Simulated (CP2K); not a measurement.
Runs of CP2K 2026.2 on TaN. It takes space group P-62m (No. 189, hexagonal). The conventional cell has a = 5.196 Å, b = 5.196 Å, c = 2.911 Å, α = 90.00°, β = 90.00°, γ = 120.00°. Ta (site symmetry -62m) has 3 N at 2.04 Å as nearest neighbours. Around Ta (site symmetry -6) lie 6 N at 2.16 Å. N (site symmetry m2m) has 5 Ta at 2.04 to 2.16 Å as nearest neighbours. 

```csv
level,cutoff of the non-local correlation (Ry),gap on the mesh (eV),pressure (GPa),largest force (eV/Å)
PBE,-,none,1.3,0.04
TPSS,-,none,(c),(a)
LDA,-,none,-8.3,0.03
PBEsol,-,none,-5.2,0.05
optB88-vdW,300,none,2.5,(b)
```

Alike in all rows: task single point; potentials or basis POTENTIAL_UZH Ta GTH-PBE-q13, N GTH-PBE-q5; DZVP-MOLOPT-PBE-GTH basis; no spin polarisation; cell as given; k mesh 6 × 6 × 9; smearing fermi-dirac 0.05 eV.

Problem. Estimate the missing entries.

Solution. (a) 0.17; (b) 0.01; (c) 1.2.

Caveats: the basis of atomic orbitals isn't converged, which shifts pressures, moduli and gaps; the potentials were made for another functional, which shifts forces and pressure (some runs).

A k mesh can miss the band edges, and the runs leave out spin-orbit coupling on Ta.

A gap of «none» marks a metal or a gap under the smearing width.
